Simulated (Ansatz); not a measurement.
The system is NbAs.

```
Nb As
1.0
    -1.72585    1.72585    5.84000
     1.72585   -1.72585    5.84000
     1.72585    1.72585   -5.84000
Nb As
2 2
Direct
  0.50000 0.00000 0.50000
  0.75000 0.75000 0.00000
  0.91600 0.41600 0.50000
  0.16600 0.16600 0.00000
```

* Program: Ansatz 0.2.0
* Task: relaxation of cell and atoms
* Functional: RPBE
* Dispersion: D4
* Potentials or basis: Ansatz PAW
* Cutoff: 420 eV (not typed: the program's choice for these potentials)
* k mesh: 11 × 11 × 11
* Occupations: fermi-dirac, width 0.05 eV
* Spin: no spin polarisation

At the start: volume 17.39 Å³/atom.

Q: Where does the relaxation end?

A: It ends after 4 steps and the volume is 17.20 Å³/atom (-1.1 %); space group I4_1md (No. 109, to 0.05 Å).

The path:
| step | energy change (eV) | largest force (eV/Å) | volume (Å³) |
| --- | --- | --- | --- |
| 1 | 0.0000 | 0.3029 | 69.58 |
| 2 | -0.0023 | 0.1698 | 67.90 |
| 3 | -0.0138 | 0.0065 | 68.81 |
| 4 | -0.0136 | 0.0065 | 68.81 |

Final structure:
```cif
data_structure
_symmetry_space_group_name_H-M 'P 1'
_symmetry_Int_Tables_number 1
_cell_length_a 6.2760
_cell_length_b 6.2760
_cell_length_c 6.2760
_cell_angle_alpha 148.096
_cell_angle_beta 148.096
_cell_angle_gamma 45.744
_cell_volume 68.81
loop_
_atom_site_label
_atom_site_type_symbol
_atom_site_fract_x
_atom_site_fract_y
_atom_site_fract_z
_atom_site_occupancy
Nb1 Nb 0.49853 0.99853 0.50000 1
Nb2 Nb 0.74853 0.74853 0.00000 1
As1 As 0.91747 0.41747 0.50000 1
As2 As 0.16747 0.16747 0.00000 1
```

Caveat: the plane-wave basis is chosen anew once the cell has moved, so the energies of steps on either side of that aren't comparable; the PAW data sets come from PBE, with cores solved anew for the run's functional, which leaves a small shift of forces and pressure.
